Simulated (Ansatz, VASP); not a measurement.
## K2S: VASP beside Ansatz

```
K S
1.0
     0.00000    3.75572    3.75572
     3.75572    0.00000    3.75572
     3.75572    3.75572    0.00000
K S
2 1
Cartesian
  1.8779 1.8779 1.8779
  5.6336 5.6336 5.6336
  0.0000 0.0000 0.0000
```

Change from the starting cell: volume scaled by 1.04.

Alike in both runs: task single point; functional PBE; k mesh 6 × 6 × 6; occupations fermi-dirac, width 0.05 eV; no spin polarisation.

|  | VASP | Ansatz |
| --- | --- | --- |
| version | VASP 6.6.1 | Ansatz 0.2.0 |
| potentials or method | VASP PAW PBE potentials, release 64 (K_sv, S) | Ansatz PAW |
| plane-wave cutoff (eV) | 520 | 420 |
| valence electrons in the cell | 24 | 24 |

|  | VASP | Ansatz | Ansatz less VASP |
| --- | --- | --- | --- |
| gap on the k mesh at the Fermi level (eV) | 2.27 | 2.27 | +0.001 |
| least direct gap on the mesh (eV) | 2.43 | 2.43 | +0.003 |
| pressure (GPa) | -0.3 | -0.3 | -0.03 |

A k mesh can miss the band edges.
